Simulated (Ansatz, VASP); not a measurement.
# GaN: VASP beside Ansatz

```
CELL_PARAMETERS angstrom
3.18000 0.00000 0.00000
-1.59000 2.75396 0.00000
0.00000 0.00000 5.06268
ATOMIC_POSITIONS crystal
Ga 0.33333 0.66667 0.00204
Ga 0.66667 0.33333 0.50204
N 0.33333 0.66667 0.38296
N 0.66667 0.33333 0.88296
```

Change from the starting cell: z stretched by -2 %, ions relaxed.

Alike in both runs: functional PBE; k mesh 11 × 11 × 6; occupations fermi-dirac, width 0.02 eV; no spin polarisation.

Ansatz relaxed the structure, and its values are those at the end. VASP's run is a single point on that final structure, the one shown.

|  | VASP | Ansatz |
| --- | --- | --- |
| version | VASP 6.6.1 | Ansatz 0.2.0 |
| potentials or method | VASP PAW PBE potentials, release 64 (Ga_d, N) | plane-wave PAW, scalar-relativistic |
| plane-wave cutoff (eV) | 520 | 420 |
| valence electrons in the cell | 36 | 36 |

```csv
,VASP,Ansatz,Ansatz less VASP
gap on the k mesh at the Fermi level (eV),2.09,2.09,-0.009
pressure (GPa),11.6,11.6,-0.02
rms of the force components (eV/Å),0.004,0.005,+0.0010
```

Ansatz warned: «stress_scf_threshold_loose».
